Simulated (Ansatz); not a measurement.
**LiF (Fm-3m) at 2 levels of theory**

One geometry, relaxed with PBE; plane waves with PAW potentials in Ansatz, scalar-relativistic. No spin polarisation. Gaps are the least over mesh and band path; pressure is positive in compression.

```cif
data_structure
_symmetry_space_group_name_H-M 'Fm-3m'
_symmetry_Int_Tables_number 225
_cell_length_a 4.0678
_cell_length_b 4.0678
_cell_length_c 4.0678
_cell_angle_alpha 90.000
_cell_angle_beta 90.000
_cell_angle_gamma 90.000
_cell_volume 67.31
loop_
_atom_site_label
_atom_site_type_symbol
_atom_site_symmetry_multiplicity
_atom_site_Wyckoff_symbol
_atom_site_fract_x
_atom_site_fract_y
_atom_site_fract_z
_atom_site_occupancy
Li1 Li 4 a 0.00000 0.00000 0.00000 1
F1 F 4 b 0.50000 0.00000 0.00000 1
```

```json
{"level": "PBE", "cutoff (eV)": "420", "k mesh": "10×10×10", "gap (eV)": "8.83", "pressure (GPa)": "0.0"}
```

Question: What comes out on the same cell with r2SCAN?

Answer:
```json
{"level": "r2SCAN", "cutoff (eV)": "500", "k mesh": "10×10×10", "gap (eV)": "9.79", "pressure (GPa)": "-4.0"}
```

The cell was reached from a generator's guess, though it ends in a space group that the Crystallography Open Database lists for this formula.
